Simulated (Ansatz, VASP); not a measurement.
# AlN in VASP and in Ansatz

Contents of INCAR:

```
PREC = Accurate
ENCUT = 520
EDIFF = 1E-6
ISMEAR = 0
SIGMA = 0.05
LREAL = False
LASPH = True
NELM = 100
ALGO = Normal
ISIF = 2
LWAVE = False
LCHARG = True
GGA = PE
LELF = True
LVHAR = True
NBANDS = 16
```

The input KPOINTS:

```
Automatic mesh
0
Gamma
  9 9 6
```

Contents of POSCAR:

```
AlN
1.0
    3.3121157418      0.0000000000      0.0000000000
   -1.6560578709      2.8683763727      0.0000000000
    0.0000000000      0.0000000000      4.1875630000
Al N
2 2
Direct
    0.4379221184      0.8758442368      0.7500000000
    0.6666666667      0.3333333333      0.2500000000
    0.3333333333      0.6666666667      0.2500000000
    0.6666666667      0.3333333333      0.7500000000
```

Input for Ansatz:

```yaml
crystal:
  lattice:
    - [3.3121157418, 0.0, 0.0]
    - [-1.6560578709, 2.8683763727, 0.0]
    - [0.0, 0.0, 4.187563]
  atoms:
    - { symbol: Al, position: [0.4379221184, 0.8758442368, 0.75] }
    - { symbol: Al, position: [0.6666666667, 0.3333333333, 0.25] }
    - { symbol: "N", position: [0.3333333333, 0.6666666667, 0.25] }
    - { symbol: "N", position: [0.6666666667, 0.3333333333, 0.75] }
basis:
  ecutwfc: 420
kpoints:
  mp_grid: { grid: [9, 9, 6] }
hamiltonian:
  xc: pbe
scf:
  occupations: { method: gaussian, width: 0.05 }
output:
  forces: true
  stress: true
  eigenvalues: true
```

Alike in both runs: task single point; functional PBE; k mesh 9 × 9 × 6; occupations gaussian, width 0.05 eV; no spin polarisation.

```csv
,VASP,Ansatz
version,VASP 6.6.1,Ansatz 0.2.0
potentials or method,"VASP PAW PBE potentials, release 64 (Al, N)","scalar-relativistic, plane waves, PAW"
plane-wave cutoff (eV),520,420
valence electrons in the cell,16,16
```

|  | VASP | Ansatz | Ansatz less VASP |
| --- | --- | --- | --- |
| gap on the k mesh at the Fermi level (eV) | 3.20 | 3.21 | +0.009 |
| least direct gap on the mesh (eV) | 3.20 | 3.21 | +0.009 |
| rms of the force components (eV/Å) | 15.259 | 15.689 | +0.4294 |

Atom by atom the forces differ by 0.430 eV/Å (rms over components).

Caveats: forces of over 1 eV/Å show positions far from the minimum, so gaps and moduli don't describe the material at rest.
